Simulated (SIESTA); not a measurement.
# Nb (Im-3m) in SIESTA: notebook, part 2 of 2

SIESTA 5.4.2. The steps go on from the part before.

## (5) Single point, PBE, 18.80 Å³/atom

Nb.fdf reads:

```
SystemName                      Nb
SystemLabel                     Nb
NumberOfSpecies                 1
NumberOfAtoms                   1
%block ChemicalSpeciesLabel
  1  41 Nb
%endblock ChemicalSpeciesLabel

UseStructFile                   true

%block kgrid.MonkhorstPack
   11   0   0  0.0
    0  11   0  0.0
    0   0  11  0.0
%endblock kgrid.MonkhorstPack
XC.Functional                   GGA
XC.Authors                      PBE
PAO.BasisSize                   DZP
PAO.EnergyShift                 0.003 Ry
Mesh.Cutoff                     800 Ry
OccupationFunction              FD
ElectronicTemperature           0.05 eV
MaxSCFIterations                120
SCF.MustConverge                false
SCF.Mixer.Method                Pulay
SCF.Mixer.Weight                0.25
SCF.Mixer.History               8
SCF.DM.Tolerance                5.0e-05
SCF.H.Tolerance                 1.0e-03 eV
WriteForces                     true
Charge.Mulliken                 end
%block PAO.Basis
  Nb 5
  n=4 0 2
    3.366 0.000
  n=5 0 2
    9.205 0.000
  n=4 1 2
    3.905 0.000
  n=5 1 1
    9.205
  n=4 2 2
    7.356 0.000
%endblock PAO.Basis
```

Nb.STRUCT_IN reads:

```
  -1.6749698576     1.6749698576     1.6749698576
   1.6749698576    -1.6749698576     1.6749698576
   1.6749698576     1.6749698576    -1.6749698576
1
1  41    0.0000000000     0.0000000000     0.0000000000
```

Command:

```sh
siesta Nb.fdf > Nb.out 2>&1
```

Wall time 3.5 min (1 thread of Intel Xeon at 2.50GHz (Skylake/Cascade Lake), shared host); peak memory 0.33 GiB.

Results (log left out):

```
Free energy            : -1694.6089 eV
Pressure               : -4.0 GPa
Band gap on the k mesh : none (metal or under the smearing width)
```

Caveat: the basis of atomic orbitals isn't converged, which shifts pressures, moduli and gaps.

## (6) Single point, PBE, 19.17 Å³/atom

Nb.fdf is that of step 5.

Nb.STRUCT_IN reads:

```
  -1.6858465900     1.6858465900     1.6858465900
   1.6858465900    -1.6858465900     1.6858465900
   1.6858465900     1.6858465900    -1.6858465900
1
1  41    0.0000000000     0.0000000000     0.0000000000
```

Potentials or basis: PseudoDojo 0.4 standard (PBE files), DZP (energy shift 0.003 Ry; two zetas on semicore shells).

Command:

```sh
siesta < Nb.fdf > Nb.out 2>&1
```

Run time: 3.3 min. Hardware: 1 thread of Intel Xeon at 2.50GHz (Skylake/Cascade Lake), shared host; peak memory 0.32 GiB.

Results (log left out):

* Free energy: -1694.5962 eV
* Pressure: -7.0 GPa
* Band gap on the k mesh: none (metal or under the smearing width)

Caveat: the basis of atomic orbitals isn't converged, which shifts pressures, moduli and gaps.

## (7) Single point, PBE, 19.53 Å³/atom

Nb.fdf is that of step 6.

Nb.STRUCT_IN reads:

```
  -1.6965847559     1.6965847559     1.6965847559
   1.6965847559    -1.6965847559     1.6965847559
   1.6965847559     1.6965847559    -1.6965847559
1
1  41    0.0000000000     0.0000000000     0.0000000000
```

Command:

```sh
siesta Nb.fdf > Nb.out 2>&1
```

Run time: 3.2 min. Hardware: 1 thread of Intel Xeon at 2.50GHz (Skylake/Cascade Lake), shared host; peak memory 0.32 GiB.

It converged, with:

* Free energy: -1694.5769 eV
* Pressure: -9.7 GPa
* Band gap on the k mesh: none (metal or under the smearing width)

Caveat: the basis of atomic orbitals isn't converged, which shifts pressures, moduli and gaps.

## (8) Equation of state, PBE

This step only gathers the single runs of the series.

Results:

```
Equilibrium volume                      : 18.35 Å³/atom
Bulk modulus                            : 175 GPa
Pressure derivative of the bulk modulus : 3.8 (rough: it moves with the points fitted)
```

Energy against volume, from the lowest point:
| volume (Å³/atom) | energy (meV/atom) |
| --- | --- |
| 17.322 | 34.40 |
| 17.691 | 13.54 |
| 18.060 | 2.39 |
| 18.428 | 0.00 |
| 18.797 | 5.43 |
| 19.165 | 18.08 |
| 19.534 | 37.40 |

Caveat: the basis of atomic orbitals isn't converged, which shifts pressures, moduli and gaps.

## (9) Single point, PBEsol, 17.32 Å³/atom

Nb.fdf: that of step 7 with these lines changed.

```diff
@@ -8,3 +8,12 @@
 
-UseStructFile                   true
+LatticeConstant                 1.0 Ang
+%block LatticeVectors
+    -1.6299823056     1.6299823056     1.6299823056
+     1.6299823056    -1.6299823056     1.6299823056
+     1.6299823056     1.6299823056    -1.6299823056
+%endblock LatticeVectors
+AtomicCoordinatesFormat         Fractional
+%block AtomicCoordinatesAndAtomicSpecies
+     0.0000000000     0.0000000000     0.0000000000  1  Nb
+%endblock AtomicCoordinatesAndAtomicSpecies
 
@@ -16,3 +25,3 @@
 XC.Functional                   GGA
-XC.Authors                      PBE
+XC.Authors                      PBEsol
 PAO.BasisSize                   DZP
@@ -36,3 +45,3 @@
   n=5 0 2
-    9.205 0.000
+    9.113 0.000
   n=4 1 2
@@ -40,5 +49,5 @@
   n=5 1 1
-    9.205
+    9.113
   n=4 2 2
-    7.356 0.000
+    7.312 0.000
 %endblock PAO.Basis
```

Potentials or basis: PseudoDojo 0.4 standard (PBEsol files), DZP (energy shift 0.003 Ry; two zetas on semicore shells).

Command:

```sh
siesta Nb.fdf > Nb.out 2>&1
```

Wall time 48 s (1 thread of Arm Neoverse V1, shared host); peak memory 0.24 GiB.

Results (log left out):

```yaml
Free_energy: -1693.6766 eV
Pressure: 4.9 GPa
Band_gap_on_the_k_mesh: none (metal or under the smearing width)
```

Caveat: the basis of atomic orbitals isn't converged, which shifts pressures, moduli and gaps.

## (10) Single point, PBEsol, 17.69 Å³/atom

Nb.fdf: that of step 9 with these lines changed.

```diff
@@ -10,5 +10,5 @@
 %block LatticeVectors
-    -1.6299823056     1.6299823056     1.6299823056
-     1.6299823056    -1.6299823056     1.6299823056
-     1.6299823056     1.6299823056    -1.6299823056
+    -1.6414614324     1.6414614324     1.6414614324
+     1.6414614324    -1.6414614324     1.6414614324
+     1.6414614324     1.6414614324    -1.6414614324
 %endblock LatticeVectors
```

Command:

```sh
siesta Nb.fdf > Nb.out 2>&1
```

It took 50 s on 1 thread of Arm Neoverse V1, shared host; peak memory 0.23 GiB.

Results (log left out):

```yaml
Free_energy: -1693.6830 eV
Pressure: 0.7 GPa
Band_gap_on_the_k_mesh: none (metal or under the smearing width)
```

Caveat: the basis of atomic orbitals isn't converged, which shifts pressures, moduli and gaps.

## (11) Single point, PBEsol, 18.06 Å³/atom

Nb.fdf: that of step 10 with these lines changed.

```diff
@@ -10,5 +10,5 @@
 %block LatticeVectors
-    -1.6414614324     1.6414614324     1.6414614324
-     1.6414614324    -1.6414614324     1.6414614324
-     1.6414614324     1.6414614324    -1.6414614324
+    -1.6527822138     1.6527822138     1.6527822138
+     1.6527822138    -1.6527822138     1.6527822138
+     1.6527822138     1.6527822138    -1.6527822138
 %endblock LatticeVectors
```

Command:

```sh
siesta Nb.fdf > Nb.out 2>&1
```

Run time: 44 s. Hardware: 1 thread of Arm Neoverse V1, shared host; peak memory 0.23 GiB.

Results (log left out):

```yaml
Free_energy: -1693.6803 eV
Pressure: -3.0 GPa
Band_gap_on_the_k_mesh: none (metal or under the smearing width)
```

Caveat: the basis of atomic orbitals isn't converged, which shifts pressures, moduli and gaps.

## (12) Single point, PBEsol, 18.80 Å³/atom

Nb.fdf: that of step 11 with these lines changed.

```diff
@@ -10,5 +10,5 @@
 %block LatticeVectors
-    -1.6527822138     1.6527822138     1.6527822138
-     1.6527822138    -1.6527822138     1.6527822138
-     1.6527822138     1.6527822138    -1.6527822138
+    -1.6749698576     1.6749698576     1.6749698576
+     1.6749698576    -1.6749698576     1.6749698576
+     1.6749698576     1.6749698576    -1.6749698576
 %endblock LatticeVectors
```

Potentials or basis: PseudoDojo 0.4 standard (PBEsol files), DZP (energy shift 0.003 Ry; two zetas on semicore shells).

Command:

```sh
siesta < Nb.fdf > Nb.out 2>&1
```

Wall time 58 s (1 thread of Arm Neoverse V1, shared host); peak memory 0.29 GiB.

It converged, with:

```
Free energy            : -1693.6509 eV
Pressure               : -9.5 GPa
Band gap on the k mesh : none (metal or under the smearing width)
```

Caveat: the basis of atomic orbitals isn't converged, which shifts pressures, moduli and gaps.

## (13) Single point, PBEsol, 19.17 Å³/atom

Nb.fdf: that of step 12 with these lines changed.

```diff
@@ -10,5 +10,5 @@
 %block LatticeVectors
-    -1.6749698576     1.6749698576     1.6749698576
-     1.6749698576    -1.6749698576     1.6749698576
-     1.6749698576     1.6749698576    -1.6749698576
+    -1.6858465900     1.6858465900     1.6858465900
+     1.6858465900    -1.6858465900     1.6858465900
+     1.6858465900     1.6858465900    -1.6858465900
 %endblock LatticeVectors
```

Command:

```sh
siesta Nb.fdf > Nb.out 2>&1
```

Wall time 61 s (1 thread of Arm Neoverse V1, shared host); peak memory 0.29 GiB.

The run converged. Its results:

* Free energy: -1693.6258 eV
* Pressure: -12.3 GPa
* Band gap on the k mesh: none (metal or under the smearing width)

Caveat: the basis of atomic orbitals isn't converged, which shifts pressures, moduli and gaps.

## (14) Single point, PBEsol, 19.53 Å³/atom

Nb.fdf: that of step 13 with these lines changed.

```diff
@@ -10,5 +10,5 @@
 %block LatticeVectors
-    -1.6858465900     1.6858465900     1.6858465900
-     1.6858465900    -1.6858465900     1.6858465900
-     1.6858465900     1.6858465900    -1.6858465900
+    -1.6965847559     1.6965847559     1.6965847559
+     1.6965847559    -1.6965847559     1.6965847559
+     1.6965847559     1.6965847559    -1.6965847559
 %endblock LatticeVectors
```

Command:

```sh
siesta < Nb.fdf > Nb.out 2>&1
```

Run time: 59 s. Hardware: 1 thread of Arm Neoverse V1, shared host; peak memory 0.29 GiB.

The run converged. Its results:

- Free energy: -1693.5945 eV
- Pressure: -14.8 GPa
- Band gap on the k mesh: none (metal or under the smearing width)

Caveat: the basis of atomic orbitals isn't converged, which shifts pressures, moduli and gaps.

## (15) Equation of state, PBEsol

Potentials or basis: PseudoDojo 0.4 standard (PBEsol files), DZP (energy shift 0.003 Ry; two zetas on semicore shells).

This step only gathers the single runs of the series.

What came out:

| Property | Result |
| --- | --- |
| Equilibrium volume | 17.76 Å³/atom |
| Bulk modulus | 187 GPa |
| Pressure derivative of the bulk modulus | 3.8 |

Energy against volume, from the lowest point:
```csv
volume (Å³/atom),energy (meV/atom)
17.322,6.39
17.691,0.00
18.060,2.70
18.428,13.71
18.797,32.08
19.165,57.23
19.534,88.52
```

Caveat: the basis of atomic orbitals isn't converged, which shifts pressures, moduli and gaps.

## (16) Against experiment

Step 8. A measured bulk modulus of Nb is 169 GPa (quoted in “Pressure effects on the electronic structure and superconductivity of (TaNb)0.67(HfZrTi)0.33 high entropy alloy”, 2019, arxiv:1910.08312); the calculated 175 GPa misses it by +3.6 %. The fit is for a static lattice scaled at fixed shape and fixed fractional positions.

Step 15. A measured bulk modulus of Nb is 169 GPa (quoted in “Pressure effects on the electronic structure and superconductivity of (TaNb)0.67(HfZrTi)0.33 high entropy alloy”, 2019, arxiv:1910.08312); the calculated 187 GPa misses it by +10.6 %. The fit is for a static lattice scaled at fixed shape and fixed fractional positions.
